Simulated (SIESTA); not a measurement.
Ni in SIESTA: the effect of strain zz

Crystal: Ni.

```
CELL_PARAMETERS angstrom
2.44802 0.00000 0.00000
-1.22401 2.12005 0.00000
0.00000 0.00000 3.90990
ATOMIC_POSITIONS crystal
Ni 0.66667 0.33333 0.75000
Ni 0.33333 0.66667 0.25000
```

The cell isn't the ideal one: cell strained along z.

Alike in all runs:

| Property | Result |
| --- | --- |
| Program | SIESTA 5.4.2 |
| Task | band structure |
| Functional | PBEsol |
| Potentials or basis | PseudoDojo 0.4 standard (PBEsol files) |
| Basis | DZP (energy shift 0.003 Ry; two zetas on semicore shells) |
| Grid cutoff | 800 Ry |
| Energy shift | 0.003 Ry |
| k mesh | 12 × 12 × 7 |
| Occupations | fermi-dirac, width 0.05 eV |
| Spin | collinear spin, ferromagnetic start |
| Starting moments | [1.0, 1.0] μB |

```tsv
strain zz	pressure (GPa)	moment (μB)
-0.04	7.0	1.31
-0.02	?	?
0	-3.5	1.33
0.02	-7.4	1.34
0.04	-10.9	1.34
```

**Question.** What does the run with strain zz -0.02 give?

**Answer.** Pressure 1.8 GPa; moment 1.32 μB.

Worked out: A parabola through the other rows of the pressure, of slope -260 GPa per unit of strain zz there, gives 1.4 GPa, against the run's 1.8. A straight line through the other rows of the moment, of slope 0.4 μB per unit of strain zz, gives 1.32 μB, against the run's 1.32.

Caveats: short orbitals over semicore shells can move pressures by several GPa; the basis of atomic orbitals isn't converged, which shifts pressures, moduli and gaps.
